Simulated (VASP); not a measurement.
CO2 under changes of volume

One of the cells (11.940 Å³/atom); the others are scaled copies at fixed shape and fractional positions:

```
O C
1.0
     2.54066   -2.29188    0.00000
     2.54066    2.29188    0.00000
     0.00000    0.00000    6.15142
O C
4 2
Direct
  0.29316 0.70684 0.61059
  0.70684 0.29316 0.38941
  0.20684 0.79316 0.11059
  0.79316 0.20684 0.88941
  0.50000 0.50000 0.50000
  0.00000 0.00000 0.00000
```

The cell comes from a database or a generator and needn't be the stable form of this composition.

```yaml
Program: VASP 6.6.1
Functional: LDA
Potentials_or_basis: VASP PAW LDA potentials, release 64 (O, C)
Cutoff: 520 eV
k_mesh: 8 × 8 × 4
Occupations: gaussian, width 0.02 eV
Spin: no spin polarisation
```

```csv
volume (Å³/atom),energy over the lowest point (meV/atom),pressure (GPa),gap on the mesh (eV),largest force (eV/Å)
11.462,?,?,?,?
11.701,3.52,3.7,6.50,0.889
11.940,0.00,0.4,6.42,0.044
12.178,1.19,-2.6,6.31,0.747
12.417,6.62,-5.3,6.21,1.487
```

Problem. What does the run at 11.462 Å³/atom give?

Solution. Energy over the lowest point 12.18 meV/atom; pressure 7.3 GPa; gap on the mesh 6.57 eV; largest force 1.792 eV/Å.

Worked out: A Birch-Murnaghan fit of order 2 (a polynomial in V^(-2/3)) to the other rows has its minimum at 12.00 Å³/atom with B0 = V·E''(V) = 155 GPa at fixed shape and positions, which overstates the stiffness. It gives 12.23 meV/atom at 11.462 Å³/atom, against the run's 12.18, and -dE/dV = 7.7 GPa, against 7.3. A parabola through the other rows of the gap, of slope -3.4 eV per unit of ln V there, extrapolates to 6.58 eV, against the run's 6.57.

Energies are extrapolated to zero smearing.

Caveats: the standard files for N, O and F lose accuracy on very short bonds; forces of over 1 eV/Å show positions far from the minimum, so gaps and moduli don't describe the material at rest (some runs).

A mesh can miss the band edges.
